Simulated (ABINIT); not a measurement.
The system is Ca.

```xyz
1
Lattice="0.0000 2.7942 2.7942 2.7942 0.0000 2.7942 2.7942 2.7942 0.0000" Properties=species:S:1:pos:R:3 pbc="T T T"
Ca    0.0000    0.0000    0.0000
```

```yaml
Program: ABINIT 10.8.3 (patched build)
Task: relaxation of cell and atoms
Functional: LDA
Potentials_or_basis: JTH PAW LDA v2.0
Cutoff: 517 eV
k_mesh: 6 × 6 × 6
Occupations: fermi-dirac, width 0.05 eV
Spin: no spin polarisation
```

At the start: pressure -2.2 GPa; volume 43.63 Å³/atom.

Problem. Where does the relaxation end?

Solution. Over 5 steps the energy falls by 42.9 meV/atom and the volume is 37.92 Å³/atom (-13.1 %); space group Fm-3m (No. 225, to 0.05 Å).

Step by step:
| step | energy change (eV) | largest force (eV/Å) | pressure (GPa) | volume (Å³) |
| --- | --- | --- | --- | --- |
| 1 | 0.0000 | 0.0000 | -2.17 | 43.63 |
| 2 | -0.0038 | 0.0000 | -2.08 | 43.34 |
| 3 | -0.0428 | 0.0000 | 0.09 | 37.76 |
| 4 | -0.0429 | 0.0000 | -0.01 | 37.94 |
| 5 | -0.0429 | 0.0000 | 0.00 | 37.92 |

Final structure:
```yaml
crystal:
  lattice:
    - [0.00000, 2.66662, 2.66662]
    - [2.66662, 0.00000, 2.66662]
    - [2.66662, 2.66662, 0.00000]
  atoms:
    - { symbol: Ca, position: [0.00000, 0.00000, 0.00000] }
```

Caveat: the volume moved by -13 % from the deposited cell, more than functionals usually miss.
